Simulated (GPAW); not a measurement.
# AlN (P6_3mc) in GPAW: notebook

The runs below take AlN through relaxation of cell and atoms, with PW91+D4, PBE+D3(BJ).

Everything below comes from runs of GPAW 26.7.0. Logs are shortened: lines on timing, memory, paths and dates and some standing lists are left out, and cuts for length are marked. The log counts tension as positive stress, the text compression.

## (1) The structure

The structure is hexagonal, space group P6_3mc (No. 186). The conventional cell has a = 3.113 Å, b = 3.113 Å, c = 4.981 Å, α = 90.00°, β = 90.00°, γ = 120.00°. Al (site symmetry 3m) has 4 N at 1.89 Å as nearest neighbours. N (site symmetry 3m) is surrounded by 4 Al at 1.89 Å.

## (2) Relaxation of cell and atoms, PW91+D4

run.py reads:

```python
from ase.calculators.mixing import SumCalculator
from ase.filters import FrechetCellFilter
from ase.io import read, write
from ase.optimize import FIRE
from dftd4.ase import DFTD4
from gpaw import GPAW, PW, setup_paths

setup_paths.insert(0, '.')

atoms = read('AlN.cif')

calc = GPAW(mode=PW(800),
            xc='GGA_X_PW91+GGA_C_PW91',
            kpts={'size': (7, 7, 4), 'gamma': True},
            occupations={'name': 'fermi-dirac', 'width': 0.05},
            nbands=18,
            convergence={'density': 1e-05, 'energy': 1e-05},
            maxiter=150,
            txt='gpaw.txt')
atoms.calc = SumCalculator([calc, DFTD4(method='pw91')])
opt = FIRE(FrechetCellFilter(atoms), trajectory='relax.traj', logfile='-')
done = opt.run(fmax=0.01, steps=100)
calc.write('gs.gpw')
write('result.traj', atoms)
print('Converged:', done)
print('Cell:', atoms.cell.cellpar().round(4))
print('Volume:', round(atoms.get_volume(), 4))
print(atoms.get_scaled_positions().round(5))
```

AlN.cif reads:

```cif
data_AlN
_cell_length_a 3.11300000
_cell_length_b 3.11300000
_cell_length_c 4.98100000
_cell_angle_alpha 90.00000000
_cell_angle_beta 90.00000000
_cell_angle_gamma 120.00000000
_space_group_name_H-M_alt 'P1'
_space_group_name_Hall 'P 1'
_space_group_IT_number 1
loop_
_space_group_symop_operation_xyz
'x,y,z'
loop_
_atom_site_label
_atom_site_type_symbol
_atom_site_symmetry_multiplicity
_atom_site_Wyckoff_symbol
_atom_site_fract_x
_atom_site_fract_y
_atom_site_fract_z
_atom_site_occupancy
Al1 Al 1 a 0.6666666667 0.3333333333 0.5000000000 1
Al2 Al 1 a 0.3333333333 0.6666666667 0.0000000000 1
N1 N 1 a 0.6666666667 0.3333333333 0.8800000000 1
N2 N 1 a 0.3333333333 0.6666666667 0.3800000000 1
```

Potentials or basis: PAW data sets generated in the run's folder for this functional, pw.

Run with:

```bash
> gpaw-setup -f GGA_X_PW91+GGA_C_PW91 Al N
> OMP_NUM_THREADS=1 python run.py
```

gpaw.txt:

```text
__  _  _
 | _ |_)|_||  |
 |__||  | ||/\| - 26.7.0

Input parameters:
  mode=PW(ecut=800.0),
  convergence={'density': 1e-05, 'energy': 1e-05},
  kpts=MonkhorstPack(size=(7, 7, 4), gamma=True),
  maxiter=150,
  nbands=18,
  occupations=Occupations(name='fermi-dirac', width=0.05),
  xc=XC(name='GGA_X_PW91+GGA_C_PW91')

Diagonalizing LCAO Hamiltonian
Converting LCAO to pw mode

           N

           Al
        N

        Al

Atoms  # Å, Bohr magnetons
|   | symbol |         x |        y |        z |    initial magnetic moments |
|---|--------|-----------|----------|----------|-----------------------------|
| 0 |     Al |  1.556500 | 0.898646 | 2.490500 | ( 0.0000,  0.0000,  0.0000) |
| 1 |     Al | -0.000000 | 1.797291 | 0.000000 | ( 0.0000,  0.0000,  0.0000) |
| 2 |      N |  1.556500 | 0.898646 | 4.383280 | ( 0.0000,  0.0000,  0.0000) |
| 3 |      N | -0.000000 | 1.797291 | 1.892780 | ( 0.0000,  0.0000,  0.0000) |

Unit cell  # Å
| periodic |         x |        y |        z |  lengths |     angles |
|----------|-----------|----------|----------|----------|------------|
|      yes |  3.113000 | 0.000000 | 0.000000 | 3.113000 |  90.000000 |
|      yes | -1.556500 | 2.695937 | 0.000000 | 3.113000 |  90.000000 |
|      yes |  0.000000 | 0.000000 | 4.981000 | 4.981000 | 120.000000 |

Number of symmetries: 6
Symmetry operations  # r_c * U_cc + t_c -> r_c
|   | kind |            matrix            |
|---|------|------------------------------|
| 0 |  σ   |  1, 1, 0,  0,-1, 0,  0, 0, 1 |
| 1 |  E   |  1, 0, 0,  0, 1, 0,  0, 0, 1 |
| 2 |  C3  |  0, 1, 0, -1,-1, 0,  0, 0, 1 |
| 3 |  σ   |  0,-1, 0, -1, 0, 0,  0, 0, 1 |
| 4 |  σ   | -1, 0, 0,  1, 1, 0,  0, 0, 1 |
| 5 |  C3  | -1,-1, 0,  1, 0, 0,  0, 0, 1 |

BZ-sampling:
  Number of BZ points: 196
  Number of IBZ points: 28

  Monkhorst-Pack size: [7, 7, 4]
  Monkhorst-Pack shift: [0.0, 0.0, 0.125]
[... 120 lines left out ...]
|iter     | |      energy | eigst |  dens |
|---------|-|-------------|-------|-------|
|iter:   1| |  -34.080423 | -0.25 |       |
|iter:   2| |  -33.011488 | -2.03 | -0.55 |
|iter:   3| |  -29.926294 | -0.76 | -0.60 |
|iter:   4| |  -29.940882 | -2.90 | -1.23 |
|iter:   5| |  -29.950188 | -3.54 | -1.53 |
|iter:   6| |  -29.950244 | -5.43 | -2.76 |
|iter:   7| |  -29.950246c| -6.48 | -3.15 |
|iter:   8| |  -29.950246c| -7.94c| -4.34 |
|iter:   9| |  -29.950245c| -7.61c| -4.63 |
|iter:  10| |  -29.950246c| -8.37c| -4.99 |
|iter:  11| |  -29.950246c| -9.64c| -5.91c|

Converged in 11 steps
Energy contributions relative to reference atoms: (reference = -16179.002933)

Energy contributions:
  Kinetic:          34.406892
  Coulomb:         -29.728515
  Zero:              0.155520
  External:          0.000000
  Xc:              -34.784143
  Entropy:          -0.000000
  Spinorbit:         0.000000
  ----------------------------
  Free energy:     -29.950246
  Extrapolated:    -29.950246
[... 50 lines left out ...]
           Al
        N

        Al

Atoms  # Å, Bohr magnetons
|   | symbol |         x |        y |         z |    initial magnetic moments |
|---|--------|-----------|----------|-----------|-----------------------------|
| 0 |     Al |  1.556365 | 0.898568 |  2.489685 | ( 0.0000,  0.0000,  0.0000) |
| 1 |     Al | -0.000000 | 1.797136 | -0.001282 | ( 0.0000,  0.0000,  0.0000) |
| 2 |      N |  1.556365 | 0.898568 |  4.385404 | ( 0.0000,  0.0000,  0.0000) |
| 3 |      N | -0.000000 | 1.797136 |  1.894432 | ( 0.0000,  0.0000,  0.0000) |

Unit cell  # Å
| periodic |         x |         y |         z |  lengths |     angles |
|----------|-----------|-----------|-----------|----------|------------|
|      yes |  3.112731 | -0.000000 | -0.000000 | 3.112731 |  90.000000 |
|      yes | -1.556365 |  2.695704 |  0.000000 | 3.112731 |  90.000000 |
|      yes | -0.000000 |  0.000000 |  4.981936 | 4.981936 | 120.000000 |

Number of symmetries: 6
Symmetry operations  # r_c * U_cc + t_c -> r_c
|   | kind |            matrix            |
|---|------|------------------------------|
| 0 |  σ   |  1, 1, 0,  0,-1, 0,  0, 0, 1 |
| 1 |  E   |  1, 0, 0,  0, 1, 0,  0, 0, 1 |
| 2 |  C3  |  0, 1, 0, -1,-1, 0,  0, 0, 1 |
| 3 |  σ   |  0,-1, 0, -1, 0, 0,  0, 0, 1 |
| 4 |  σ   | -1, 0, 0,  1, 1, 0,  0, 0, 1 |
| 5 |  C3  | -1,-1, 0,  1, 0, 0,  0, 0, 1 |

BZ-sampling:
  Number of BZ points: 196
  Number of IBZ points: 28

  Monkhorst-Pack size: [7, 7, 4]
  Monkhorst-Pack shift: [0.0, 0.0, 0.125]
[... 182 lines left out ...]
Forces  # eV/Ang
|        x |        y |        z |
|----------|----------|----------|
|  0.00000 |  0.00000 | -0.08990 |  # Al   0
|  0.00000 | -0.00000 | -0.08988 |  # Al   1
| -0.00000 |  0.00000 |  0.09202 |  # N    2
|  0.00000 |  0.00000 |  0.09171 |  # N    3

Diagonalizing LCAO Hamiltonian
Converting LCAO to pw mode

           N

           Al
        N

        Al

Atoms  # Å, Bohr magnetons
|   | symbol |         x |        y |         z |    initial magnetic moments |
|---|--------|-----------|----------|-----------|-----------------------------|
| 0 |     Al |  1.556134 | 0.898434 |  2.488300 | ( 0.0000,  0.0000,  0.0000) |
| 1 |     Al | -0.000000 | 1.796869 | -0.003463 | ( 0.0000,  0.0000,  0.0000) |
| 2 |      N |  1.556134 | 0.898434 |  4.389027 | ( 0.0000,  0.0000,  0.0000) |
| 3 |      N | -0.000000 | 1.796869 |  1.897251 | ( 0.0000,  0.0000,  0.0000) |

Unit cell  # Å
| periodic |         x |         y |         z |  lengths |     angles |
|----------|-----------|-----------|-----------|----------|------------|
|      yes |  3.112268 | -0.000000 |  0.000000 | 3.112268 |  90.000000 |
|      yes | -1.556134 |  2.695303 | -0.000000 | 3.112268 |  90.000000 |
|      yes |  0.000000 | -0.000000 |  4.983528 | 4.983528 | 120.000000 |

Number of symmetries: 2
Symmetry operations  # r_c * U_cc + t_c -> r_c
|   | kind |            matrix            |
|---|------|------------------------------|
| 0 |  E   |  1, 0, 0,  0, 1, 0,  0, 0, 1 |
| 1 |  σ   |  0,-1, 0, -1, 0, 0,  0, 0, 1 |
[... 127 lines left out ...]
|iter     | |      energy | eigst |  dens |
|---------|-|-------------|-------|-------|
|iter:   1| |  -34.080178 | -0.24 |       |
|iter:   2| |  -33.011565 | -2.03 | -0.55 |
|iter:   3| |  -29.927534 | -0.76 | -0.60 |
|iter:   4| |  -29.942049 | -2.90 | -1.23 |
|iter:   5| |  -29.951408 | -3.54 | -1.53 |
|iter:   6| |  -29.951468 | -5.43 | -2.76 |
|iter:   7| |  -29.951473c| -6.48 | -3.15 |
|iter:   8| |  -29.951473c| -7.84c| -4.31 |
|iter:   9| |  -29.951473c| -7.55c| -4.58 |
|iter:  10| |  -29.951473c| -8.33c| -4.98 |
|iter:  11| |  -29.951473c| -9.64c| -5.89c|

Converged in 11 steps
Energy contributions relative to reference atoms: (reference = -16179.002933)

Energy contributions:
  Kinetic:          34.369033
  Coulomb:         -29.696762
  Zero:              0.155512
  External:          0.000000
  Xc:              -34.779255
  Entropy:          -0.000000
  Spinorbit:         0.000000
  ----------------------------
  Free energy:     -29.951473
  Extrapolated:    -29.951473
[... 203 lines left out ...]
|iter     | |      energy | eigst |  dens |
|---------|-|-------------|-------|-------|
|iter:   1| |  -29.954281 | -2.29 |       |
|iter:   2| |  -29.953834 | -5.00 | -2.27 |
|iter:   3| |  -29.951381 | -3.88 | -2.30 |
|iter:   4| |  -29.951368 | -5.28 | -3.07 |
|iter:   5| |  -29.951375c| -7.34 | -3.78 |
|iter:   6| |  -29.951375c| -8.35c| -4.46 |
|iter:   7| |  -29.951375c| -8.56c| -5.14c|

Converged in 7 steps
Energy contributions relative to reference atoms: (reference = -16179.002933)

Energy contributions:
  Kinetic:          34.352915
  Coulomb:         -29.682490
  Zero:              0.155482
  External:          0.000000
  Xc:              -34.777281
  Entropy:          -0.000000
  Spinorbit:         0.000000
  ----------------------------
  Free energy:     -29.951375
  Extrapolated:    -29.951375
[... 196 lines left out ...]
convergence criteria:
[... 6 lines left out ...]
|iter     | |      energy | eigst |  dens |
|---------|-|-------------|-------|-------|
|iter:   1| |  -29.951014 | -5.06 |       |
|iter:   2| |  -29.951051 | -7.83c| -3.06 |
|iter:   3| |  -29.951374 | -6.34 | -3.08 |
|iter:   4| |  -29.951390 | -8.03c| -3.72 |
|iter:   5| |  -29.951392c| -8.03c| -4.13 |
|iter:   6| |  -29.951393c| -7.89c| -4.40 |
|iter:   7| |  -29.951393c| -9.32c| -5.80c|

Converged in 7 steps
Energy contributions relative to reference atoms: (reference = -16179.002933)

Energy contributions:
  Kinetic:          34.353801
  Coulomb:         -29.683236
  Zero:              0.155474
  External:          0.000000
  Xc:              -34.777432
  Entropy:          -0.000000
  Spinorbit:         0.000000
  ----------------------------
  Free energy:     -29.951393
  Extrapolated:    -29.951393
[... 203 lines left out ...]
|iter     | |      energy | eigst |  dens |
|---------|-|-------------|-------|-------|
|iter:   1| |  -29.951060 | -4.50 |       |
|iter:   2| |  -29.951095 | -7.22 | -3.02 |
|iter:   3| |  -29.951399 | -5.92 | -3.04 |
|iter:   4| |  -29.951421 | -7.62c| -3.66 |
|iter:   5| |  -29.951424c| -7.67c| -4.09 |
|iter:   6| |  -29.951424c| -8.18c| -4.60 |
|iter:   7| |  -29.951424c| -9.27c| -5.75c|

Converged in 7 steps
Energy contributions relative to reference atoms: (reference = -16179.002933)

Energy contributions:
  Kinetic:          34.355564
  Coulomb:         -29.684772
  Zero:              0.155478
  External:          0.000000
  Xc:              -34.777693
  Entropy:           0.000000
  Spinorbit:         0.000000
  ----------------------------
  Free energy:     -29.951424
  Extrapolated:    -29.951424
[... 716 lines left out ...]
Forces  # eV/Ang
|        x |        y |        z |
|----------|----------|----------|
|  0.00005 | -0.00003 |  0.00649 |  # Al   0
| -0.00005 |  0.00003 |  0.00649 |  # Al   1
| -0.00001 |  0.00001 | -0.00304 |  # N    2
|  0.00002 | -0.00001 | -0.00304 |  # N    3

# Writing to gs.gpw (mode='')
```

Wall time 4.6 min (1 thread of Arm Neoverse V1, shared host); peak memory 0.35 GiB.

What came out:

```
Free energy                  : -30.9659 eV
Energy gained by relaxing    : 0.3 meV/atom
Ionic steps                  : 9
Pressure after relaxing      : 0.0 GPa
Largest force after relaxing : 0.006 eV/Å
Band gap on the k mesh       : 4.24 eV, direct
Dispersion energy per atom   : -0.254 eV
```

Forces in eV/Å, atoms in the order of the input:
```
Al   0.000  0.000  0.006
Al   0.000  0.000  0.006
N    0.000  0.000 -0.003
N    0.000  0.000 -0.003
```

The path:
```tsv
step	energy change (eV)	largest force (eV/Å)	pressure (GPa)	volume (Å³)
1	0.0000	0.1300	0.03	41.80
2	-0.0006	0.0919	0.02	41.80
3	-0.0012	0.0284	0.00	41.80
4	-0.0011	0.0447	-0.02	41.81
5	-0.0011	0.0418	-0.02	41.80
6	-0.0011	0.0360	-0.02	41.80
7	-0.0012	0.0278	-0.01	41.80
8	-0.0012	0.0177	-0.01	41.80
9	-0.0012	0.0064	-0.01	41.80
```

Final structure:
```cif
data_structure
_symmetry_space_group_name_H-M 'P 1'
_symmetry_Int_Tables_number 1
_cell_length_a 3.1120
_cell_length_b 3.1120
_cell_length_c 4.9843
_cell_angle_alpha 90.000
_cell_angle_beta 90.000
_cell_angle_gamma 120.000
_cell_volume 41.80
loop_
_atom_site_label
_atom_site_type_symbol
_atom_site_fract_x
_atom_site_fract_y
_atom_site_fract_z
_atom_site_occupancy
Al1 Al 0.66667 0.33333 0.49911 1
Al2 Al 0.33333 0.66667 0.99911 1
N1 N 0.66667 0.33333 0.88095 1
N2 N 0.33333 0.66667 0.38095 1
```

Levels at points of the mesh, in eV from the valence-band top:
```csv
k point,band 6,band 7,band 8,band 9,band 10,band 11
"(0.00, 0.00, 0.00)",-0.22,-0.22,0.00,4.24,6.68,10.62
"(0.00, 0.00, 0.50)",-0.55,-0.55,-0.55,6.49,6.49,10.34
```

Caveat: later steps reuse the first step's grids.

## (3) Relaxation of cell and atoms, PBE+D3(BJ), target pressure 10 GPa, at which the enthalpy is minimised

run.py reads:

```python
from ase.calculators.mixing import SumCalculator
from ase.filters import FrechetCellFilter
from ase.io import read, write
from ase.optimize import LBFGS
from ase.units import GPa
from dftd3.ase import DFTD3
from gpaw import GPAW, PW

atoms = read('AlN.xyz')

calc = GPAW(mode=PW(800),
            xc='PBE',
            kpts={'size': (7, 7, 4), 'gamma': True},
            occupations={'name': 'fermi-dirac', 'width': 0.05},
            nbands=18,
            convergence={'density': 1e-05, 'energy': 1e-05},
            maxiter=150,
            txt='gpaw.txt')
atoms.calc = SumCalculator([calc, DFTD3(method='pbe', damping='d3bj')])
opt = LBFGS(FrechetCellFilter(atoms, scalar_pressure=10 * GPa), trajectory='relax.traj', logfile='-')
done = opt.run(fmax=0.02, steps=40)
calc.write('gs.gpw')
write('result.traj', atoms)
print('Converged:', done)
print('Cell:', atoms.cell.cellpar().round(4))
print('Volume:', round(atoms.get_volume(), 4))
print(atoms.get_scaled_positions().round(5))
```

AlN.xyz reads:

```xyz
4
Lattice="3.1130000000 0.0000000000 0.0000000000 -1.5565000000 2.6959370820 0.0000000000 0.0000000000 0.0000000000 4.9810000000" Properties=species:S:1:pos:R:3 pbc="T T T"
Al     1.5565000002      0.8986456939      2.4905000000
Al    -0.0000000002      1.7972913881      0.0000000000
N      1.5565000002      0.8986456939      4.3832800000
N     -0.0000000002      1.7972913881      1.8927800000
```

Potentials or basis: GPAW PAW data sets (gpaw-data 1.2.1), pw.

Run with:

```bash
> OMP_NUM_THREADS=1 python run.py
```

gpaw.txt:

```text
__  _  _
 | _ |_)|_||  |
 |__||  | ||/\| - 26.7.0

Input parameters:
  mode=PW(ecut=800.0),
  convergence={'density': 1e-05, 'energy': 1e-05},
  kpts=MonkhorstPack(size=(7, 7, 4), gamma=True),
  maxiter=150,
  nbands=18,
  occupations=Occupations(name='fermi-dirac', width=0.05),
  xc=XC(name='PBE')

Diagonalizing LCAO Hamiltonian
Converting LCAO to pw mode

           N

           Al
        N

        Al

Atoms  # Å, Bohr magnetons
|   | symbol |         x |        y |        z |    initial magnetic moments |
|---|--------|-----------|----------|----------|-----------------------------|
| 0 |     Al |  1.556500 | 0.898646 | 2.490500 | ( 0.0000,  0.0000,  0.0000) |
| 1 |     Al | -0.000000 | 1.797291 | 0.000000 | ( 0.0000,  0.0000,  0.0000) |
| 2 |      N |  1.556500 | 0.898646 | 4.383280 | ( 0.0000,  0.0000,  0.0000) |
| 3 |      N | -0.000000 | 1.797291 | 1.892780 | ( 0.0000,  0.0000,  0.0000) |

Unit cell  # Å
| periodic |         x |        y |        z |  lengths |     angles |
|----------|-----------|----------|----------|----------|------------|
|      yes |  3.113000 | 0.000000 | 0.000000 | 3.113000 |  90.000000 |
|      yes | -1.556500 | 2.695937 | 0.000000 | 3.113000 |  90.000000 |
|      yes |  0.000000 | 0.000000 | 4.981000 | 4.981000 | 120.000000 |

Number of symmetries: 6
Symmetry operations  # r_c * U_cc + t_c -> r_c
|   | kind |            matrix            |
|---|------|------------------------------|
| 0 |  σ   |  1, 1, 0,  0,-1, 0,  0, 0, 1 |
| 1 |  E   |  1, 0, 0,  0, 1, 0,  0, 0, 1 |
| 2 |  C3  |  0, 1, 0, -1,-1, 0,  0, 0, 1 |
| 3 |  σ   |  0,-1, 0, -1, 0, 0,  0, 0, 1 |
| 4 |  σ   | -1, 0, 0,  1, 1, 0,  0, 0, 1 |
| 5 |  C3  | -1,-1, 0,  1, 0, 0,  0, 0, 1 |

BZ-sampling:
  Number of BZ points: 196
  Number of IBZ points: 28
[... 177 lines left out ...]
Gap: 4.231 eV
Transition (v -> c):
  (s=0, k=0, n=7, [0.00, 0.00, 0.00]) -> (s=0, k=0, n=8, [0.00, 0.00, 0.00])
No difference between direct/indirect transitions

Stress tensor  # eV/Ang^3
|         x |         y |         z |
|-----------|-----------|-----------|
| -0.025522 |  0.000000 |  0.000000 |
|  0.000000 | -0.025522 | -0.000000 |
|  0.000000 | -0.000000 | -0.035404 |

Forces  # eV/Ang
|        x |       y |        z |
|----------|---------|----------|
|  0.00000 | 0.00000 | -0.13282 |  # Al   0
| -0.00000 | 0.00000 | -0.13281 |  # Al   1
| -0.00000 | 0.00000 |  0.13349 |  # N    2
|  0.00000 | 0.00000 |  0.13277 |  # N    3

Interpolating wave functions to new cell

           N

           Al
        N

        Al

Atoms  # Å, Bohr magnetons
|   | symbol |         x |        y |         z |    initial magnetic moments |
|---|--------|-----------|----------|-----------|-----------------------------|
| 0 |     Al |  1.552817 | 0.896520 |  2.483665 | ( 0.0000,  0.0000,  0.0000) |
| 1 |     Al | -0.000000 | 1.793039 | -0.001883 | ( 0.0000,  0.0000,  0.0000) |
| 2 |      N |  1.552817 | 0.896520 |  4.376458 | ( 0.0000,  0.0000,  0.0000) |
| 3 |      N | -0.000000 | 1.793039 |  1.890899 | ( 0.0000,  0.0000,  0.0000) |
[... 1062 lines left out ...]
xc functional:
[... 9 lines left out ...]
|iter     | |      energy | eigst |  dens |
|---------|-|-------------|-------|-------|
|iter:   1| |  -29.595320 | -4.89 |       |
|iter:   2| |  -29.595345 | -7.71c| -3.14 |
|iter:   3| |  -29.595561 | -6.32 | -3.16 |
|iter:   4| |  -29.595573 | -8.02c| -3.79 |
|iter:   5| |  -29.595575c| -7.55c| -4.23 |
|iter:   6| |  -29.595575c| -8.52c| -4.85 |
|iter:   7| |  -29.595575c| -9.22c| -5.68c|

Converged in 7 steps
Energy contributions relative to reference atoms: (reference = -16170.289538)

Energy contributions:
  Kinetic:          43.791128
  Coulomb:         -37.147372
  Zero:              0.153694
  External:          0.000000
  Xc:              -36.393025
  Entropy:          -0.000000
  Spinorbit:         0.000000
  ----------------------------
  Free energy:     -29.595575
  Extrapolated:    -29.595575
[... 262 lines left out ...]
Stress tensor  # eV/Ang^3
|         x |         y |         z |
|-----------|-----------|-----------|
| -0.091718 | -0.000000 |  0.000000 |
| -0.000000 | -0.091718 |  0.000000 |
|  0.000000 | -0.000000 | -0.091068 |

Forces  # eV/Ang
|        x |        y |        z |
|----------|----------|----------|
| -0.00000 |  0.00000 | -0.00118 |  # Al   0
|  0.00000 | -0.00000 | -0.00129 |  # Al   1
|  0.00000 |  0.00000 |  0.00000 |  # N    2
| -0.00000 | -0.00000 |  0.00045 |  # N    3

# Writing to gs.gpw (mode='')
```

Wall time 1.9 min (1 thread of Arm Neoverse V1, shared host); peak memory 0.26 GiB.

Results:

```yaml
Free_energy: -30.7166 eV
Relaxed_volume: 10.01 Å³/atom
Relaxed_cell: a = 3.071 Å, b = 3.071 Å, c = 4.901 Å, α = 90.00°, β = 90.00°, γ = 120.00°
Space_group_after_relaxing_to_0.05_Å: P6_3mc (No. 186)
Energy_change_on_relaxing_the_enthalpy_is_what_falls: +15.5 meV/atom
Ionic_steps: 7
Pressure_after_relaxing: 10.0 GPa
Band_gap_on_the_k_mesh: 4.57 eV, direct
Dispersion_energy_per_atom: -0.280 eV
```

The path:
```tsv
step	energy change (eV)	largest force (eV/Å)	pressure (GPa)	volume (Å³)
1	0.0000	0.1328	0.37	41.80
2	0.0022	0.0805	1.76	41.52
3	0.0602	0.1222	9.79	40.07
4	0.0588	0.0663	9.74	40.08
5	0.0613	0.0120	10.00	40.03
6	0.0614	0.0112	10.02	40.03
7	0.0620	0.0009	10.03	40.02
```

Final structure:
```
Al N
1.0
     3.07084    0.00000    0.00000
    -1.53542    2.65942    0.00000
     0.00000    0.00000    4.90058
Al N
2 2
Direct
  0.66667 0.33333 0.49861
  0.33333 0.66667 0.99861
  0.66667 0.33333 0.88143
  0.33333 0.66667 0.38143
```

Levels at points of the mesh, in eV from the valence-band top:
```tsv
k point	band 4	band 5	band 6	band 7	band 8	band 9	band 10	band 11	band 12	band 13
(0.00, 0.00, 0.00)	-0.94	-0.94	-0.27	-0.27	0.00	4.57	6.99	10.97	11.39	11.39
(0.00, 0.00, 0.50)	-3.41	-0.61	-0.61	-0.61	-0.61	6.81	6.81	10.67	10.67	11.72
```

Caveat: later steps reuse the first step's grids. A hybrid or GW would open this gap; PBE tends to underestimate it.
